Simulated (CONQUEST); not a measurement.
The system is C.

```
C
1.0
     2.52207    0.00000    0.00000
     0.00000    2.52207    0.00000
     0.00000    0.00000    3.56674
C
4
Direct
  0.00000 0.50000 0.25000
  0.50000 0.00000 0.75000
  0.00000 0.00000 0.50000
  0.50000 0.50000 0.00000
```

This isn't the form of C at room conditions, which is graphite.

Base run:

* Program: CONQUEST 1.3
* Functional: PBE
* Potentials or basis: PseudoDojo NC PBE, DZP, grid cutoff 120 Ha
* k mesh: 8 × 8 × 6
* Occupations: fermi-dirac, width 0.05 eV
* Spin: no spin polarisation

Its results: band gap on the k mesh 4.28 eV; pressure 7.7 GPa.

Problem. After a change of settings the same cell gave: band gap on the k mesh 4.54 eV; pressure 18.5 GPa. Which change was it?
A. k mesh from 8 × 8 × 6 to 10 × 10 × 8
B. potentials or basis from PseudoDojo NC PBE, DZP, grid cutoff 120 Ha to PseudoDojo NC PBE, SZP, grid cutoff 120 Ha
C. potentials or basis from PseudoDojo NC PBE, DZP, grid cutoff 120 Ha to PseudoDojo NC PBE, SZ, grid cutoff 120 Ha
D. potentials or basis from PseudoDojo NC PBE, DZP, grid cutoff 120 Ha to PseudoDojo NC PBE, DZ, grid cutoff 120 Ha

Solution. B.

Caveats: the basis of atomic orbitals isn't converged, which shifts pressures, moduli and gaps; the real-space grid breaks the cell's symmetry a little; the box holds several primitive cells, so bands are folded and the points are those of the box's own zone (some runs); the atomic basis is small (some runs); so large a pressure means that the cell lies far from this level's equilibrium, or that cutoff or potentials fall short (some runs).
